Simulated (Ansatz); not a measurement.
Sn and the effect of the functional

The cell as given:

```xyz
1
Lattice="-1.8947 1.8947 1.8947 1.8947 -1.8947 1.8947 1.8947 1.8947 -1.8947" Properties=species:S:1:pos:R:3 pbc="T T T"
Sn    0.0000    0.0000    0.0000
```

This isn't the form of Sn at room conditions, which is tetragonal (white tin).

Kept alike: task relaxation of cell and atoms; k mesh 10 × 10 × 10; occupations fermi-dirac, width 0.05 eV; no spin polarisation. Program: Ansatz, Ansatz PAW. Cutoffs run from 420 to 500 eV. The mesh is that of the run's cell of 1 atom. No spin-orbit coupling.

| run | volume (Å³/atom) |
| --- | --- |
| A | 26.761 |
| B | 25.980 |
| C | 25.329 |
| D | 30.798 |

The relaxations keep at least the cell's symmetry (Im-3m). For a metal such a mesh leaves the last digits unconverged. Relaxations stop with a little pressure left, so the last digits of a volume or edge aren't settled. All rows use potentials made for PBE.

**Question.** The runs differ in the functional (and the cutoff that goes with it) alone: BLYP; LDA; PBEsol; r2SCAN. Which run is which?

**Answer.** Run A is r2SCAN; run B is PBEsol; run C is LDA; run D is BLYP. The volume runs from 25.329 (LDA) to 30.798 Å³/atom (BLYP).
